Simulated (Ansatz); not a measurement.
The system is MnS.

```xyz
2
Lattice="0.0000 2.4735 2.4735 2.4735 0.0000 2.4735 2.4735 2.4735 0.0000" Properties=species:S:1:pos:R:3 pbc="T T T"
Mn    0.0000    0.0000    0.0000
S     3.7102    3.7102    3.7102
```

The cell is a database's computed one.

A run of Ansatz 0.2.0 on this cell left the log below. Logs are shortened: lines on timing, memory, paths and dates and some standing lists are left out, and cuts for length are marked.

```text
Warning: RAYON_NUM_THREADS=2 ignored (pool sized by the plan → 2); use --threads N
Engine: ansatz 0.2.0, x86_64-unknown-linux-gnu
Pseudopotentials: kind: paw
Pseudopotential: Mn, paw, valence charge 15, recommended cutoff 420 eV (normal), Mn.paw.azcp
Pseudopotential: S, paw, valence charge 6, recommended cutoff 420 eV (normal), S.paw.azcp
Functional definition: PBE
  parameter kappa = 0.804
  parameter beta = 0.06672455060314922
  exchange = pbe_x(kappa = kappa, mu = beta*pi^2/3)
  correlation = pbe_c(beta = beta)
Crystal: 2 atoms, lattice volume = 30.265 Å³
Basis set: ecut = 420 eV, 609 PW (Γ), exchange–correlation on 48×48×48 points (8 copies of the dense FFT grid, shifted against one another)
Bands: 17, of which v1, the nominal top of the filled ones, is band 11 counted from 1 (10 counted from 0)
Symmetry: 24 space group operations
Space group: F-43m (ITA 216), of the structure as read, at distance tolerance 3.1e-5 Å
Magnetic group: BNS 216.74 (UNI 1576), of the structure as read, at distance tolerance 3.1e-5 Å
k-points: 35 of 729 (time reversal used)
Non-local potential: Mn, projectors of the file, l = 0: 3, l = 1: 2, l = 2: 3, l = 3: 1
Non-local potential: S, projectors of the file, l = 0: 2, l = 1: 2, l = 2: 2
PAW form: soft (Blöchl's): semilocal exchange-correlation on the pseudo side does not see the compensation charge
PAW one-centre angular grid: Mn, 590 points (default); XC on 64 Gauss nodes
PAW one-centre angular grid: S, 110 points (default); XC on 64 Gauss nodes
Initial density: superposition of atomic densities (chi_scale 0.1, normalization cell, long waves kept (reshape's long-wave potential 0.00 eV rms))
Starting moments: Σ|m| = 4 μB on 1 of 2 sites
Initial wavefunctions: pseudopotential atomic-orbital guess
Functional: x = pbe(κ = 0.804, μ = 0.2195149727645171), c = pbe(β = 0.06672455060314922)
SCF iter   1: F=—  HF=-4799.855719 eV  |F-HF|=—  |Δ(HF+E_count)|=         —  Δρ=6.58e-2 (↑2.86e-2 ↓6.58e-2)  dr2=9.56e-1  dr2_m=4.92e-1  M=3.176 μB ∫|m|=3.222 μB  β_m=0.30  ethr=3.10e-3  ⟨swp⟩=5.5  Hψ=6110  notcnv=0
Mixer restart at iter 1: flushing history
preconditioner: auto → none  [insulator: Δε(μ)=0.020 eV  Ē_g=10.780 eV  σ=0.014 eV  W_gap=0.64  n_scr=14 (ndim 8)  ℏωp=24.3 eV  f_vac=0.000  D(μ)=2.43/eV (n_scr^D=26)  ε∞_Penn≈6.1]
[... 21 lines left out ...]
SCF 1 converged in 18 iterations: F = -4801.450660 eV  dr2 = 3.43e-9
  greatest PAW one-centre occupation: 1.000 electrons in one spin orbital (limit 2), on the Mn atom at site 0 (counted from 0), in its partial waves of l = 0
at 2 of the mixer's solves, the last at iteration 7, it left a direction of its history that read negative out of its fit and stepped the other way along it
SCF converged after 18 iterations
Magnetization: 0.2236 μB (10.6118 up, 10.3882 down)
Absolute magnetization: 0.2408 μB (∫|ρ↑−ρ↓|, with the PAW one-centre terms)
Spin contamination: 0.0050 ħ² per cell (⟨S²⟩ above its minimum at these occupations)
Per-site moments (μB) at R_I (Å): [(0.19182274843581043, 0.8836088894622478), (-0.0012346421274862264, 0.8836088894622478)]
Free energy (F): -4801.450660 eV
Harris-Foulkes:  -4801.450660 eV  (|F-HF|=3.17e-9)
Internal energy: -4801.450346 eV  (E = F + TS)
E sigma→0 (E₀):  -4801.450503 eV
Entropy (-TS):   -0.000314 eV (-0.157 meV/atom)
Fermi energy:    11.739544 eV
--- Per-component energies (eV) ---
  E_band       = -259.664816
  E_kinetic    = 420.973829
  E_local      = -2443.398394  (includes V_loc(G=0)·N_el)
  E_nonlocal   = 269.271251
  E_hartree    = 1017.254375
  E_xc         = -212.900853
  E_vxc        = -235.909587  (∫ρ·V_xc dr)
  E_paw        = -1900.945085  (= ΣΔE_a)
  E_vpaw       = -305.113905  (= ΣTr[D̂ρ^β])
  E_aug_tail   = -0.000008  (compensation charges beyond the density's cutoff)
  E_ewald      = -1951.705460
  E_smearing   = -0.000314  (= −TS)
  E_closure    = 0.000000  (closes the sum)
  Σ components = -4801.450660   (vs F -4801.450660, Δ=0.00e0)
--- Forces (eV/Å), atoms counted from 1 ---
  atom   1  Mn     0.00000000    -0.00000000     0.00000000
  atom   2  S     -0.00000000    -0.00000000    -0.00000000
  max |Σ_I F_I| component: 2.08e-16 eV/Å
--- Stress (GPa, compression-positive) ---
        2.886437       0.000000       0.000000
       -0.000000       2.886437      -0.000000
        0.000000      -0.000000       2.886437
  P = ⅓ Tr σ = 2.8864 GPa (28.864 kbar)
--- Band table (eV; the first three rows and the last of 70) ---
  k-point 0 ↑: bands = ["-67.2305", "-36.0383", "-36.0383", "-36.0383", "-3.5769", "7.0087", "7.0087", "7.0087", "10.8287", "10.8287", "15.4184", "15.4184", "15.4184", "15.5034", "19.5312", "19.5312", "19.5312"]
  k-point 1 ↑: bands = ["-67.2303", "-36.0414", "-36.0388", "-36.0388", "-3.4488", "6.7614", "7.0516", "7.0516", "10.7982", "10.7982", "14.5706", "15.2425", "15.2425", "16.2089", "19.5099", "19.7960", "19.7960"]
  k-point 2 ↑: bands = ["-67.2298", "-36.0491", "-36.0400", "-36.0400", "-3.1031", "6.1781", "7.1504", "7.1504", "10.7786", "10.7786", "13.3185", "14.7836", "14.7836", "17.0481", "19.6525", "20.2535", "20.2535"]
  k-point 34 ↓: bands = ["-67.0136", "-35.8492", "-35.8426", "-35.8372", "-1.8947", "5.8417", "6.5149", "7.5528", "10.0872", "10.8996", "11.7819", "12.3636", "13.2372", "18.7528", "20.4287", "21.0184", "22.2297"]
```

Q: Write the input and the command behind it.

A: Single point with PBE, collinear spin, ferromagnetic start. The files as run (others can give the same):

input.yaml
```yaml
crystal:
  lattice:
    - [0.0, 2.4734634191, 2.4734634191]
    - [2.4734634191, 0.0, 2.4734634191]
    - [2.4734634191, 2.4734634191, 0.0]
  atoms:
    - { symbol: Mn, position: [0.0, 0.0, 0.0], spin: 4.0 }
    - { symbol: S, position: [0.75, 0.75, 0.75] }
hamiltonian:
  xc: pbe
  pseudopotentials: { kind: paw }
magnetization:
  spin_polarized: true
kpoints:
  mp_grid: { grid: [9, 9, 9] }
scf:
  occupations: { method: gaussian, width: 0.014 }
output:
  forces: true
  stress: true
  eigenvalues: true
```

Potentials or basis: Ansatz PAW.
Command:
```bash
$ ansatz run input.yaml --threads 2 --pin off --max-ram 5632MiB --backend cpu --events-out ev --progress --plain --runs-dir out
```

Caveat: the moment fell far below its start of 4 μB, so a state of higher moment may lie lower in energy; semilocal functionals often make such compounds metallic where correlation or magnetic order opens a gap, which also shifts bond lengths; the starting moments weren't kept.
